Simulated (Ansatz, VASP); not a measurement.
**Bi in VASP and in Ansatz**

File INCAR:

```
SYSTEM = Bi
PREC = Accurate ; ENCUT = 600
EDIFF = 1E-6 ; ISMEAR = 0
SIGMA = 0.1 ; LREAL = .False.
LASPH = .True. ; NELM = 100
ALGO = Fast ; ISIF = 3
LWAVE = .False. ; LCHARG = .False.
GGA = PE ; IBRION = 2
NSW = 90 ; EDIFFG = -0.04
```

Contents of KPOINTS:

```
regular mesh
0
Gamma
  6 6 4
  0 0 0
```

Contents of POSCAR:

```
Bi
1.0
    4.7461921201      0.0000000000      0.0000000000
   -2.3730960601      4.1103229473      0.0000000000
    0.0000000000      0.0000000000      5.3847138384
Bi
3
Direct
    0.2254000000      0.0000000000      0.3333333333
    0.0000000000      0.2254000000      0.6666666667
    0.7746000000      0.7746000000      0.0000000000
```

Input for Ansatz:

```yaml
crystal:
  lattice:
    - [4.7461921201, 0.0, 0.0]
    - [-2.3730960601, 4.1103229473, 0.0]
    - [0.0, 0.0, 5.3847138384]
  atoms:
    - { symbol: Bi, position: [0.2254, 0.0, 0.3333333333] }
    - { symbol: Bi, position: [0.0, 0.2254, 0.6666666667] }
    - { symbol: Bi, position: [0.7746, 0.7746, 0.0] }
basis:
  ecutwfc: 420
kpoints:
  mp_grid: { grid: [6, 6, 4] }
hamiltonian:
  xc: pbe
scf:
  occupations: { method: gaussian, width: 0.1 }
  lower_state_search: "off"
output:
  forces: true
  stress: true
  eigenvalues: true
relax:
  adjacent_minimum: "off"
  f_tol: 0.04
  max_steps: 70
  cell: { stress_tol: 0.4 }
```

Alike in both runs: task relaxation of cell and atoms; functional PBE; k mesh 6 × 6 × 4; occupations gaussian, width 0.1 eV; no spin polarisation.

```csv
,VASP,Ansatz
version,VASP 6.6.1,Ansatz 0.2.0
potentials or method,"VASP PAW PBE potentials, release 64 (Bi_d)","scalar-relativistic, plane waves, PAW"
plane-wave cutoff (eV),600,420
valence electrons in the cell,45,45
```

|  | VASP | Ansatz | Ansatz less VASP |
| --- | --- | --- | --- |
| gap on the k mesh at the Fermi level, each at its own relaxed structure (eV) | none | none | - |
| relaxed volume (Å³/atom) | 35.13 | 35.23 | +0.104 |
| relaxed cell length with the largest relative difference (Å) | 5.756 | 5.709 | -0.0464 |
| energy change over the relaxation (meV/atom) | -1140 | -1139 | +0.9 |

A gap of «none» marks a metal or a gap that the smearing closes.

Caveats: spin-orbit coupling is left out, which moves the levels of the heavy elements.
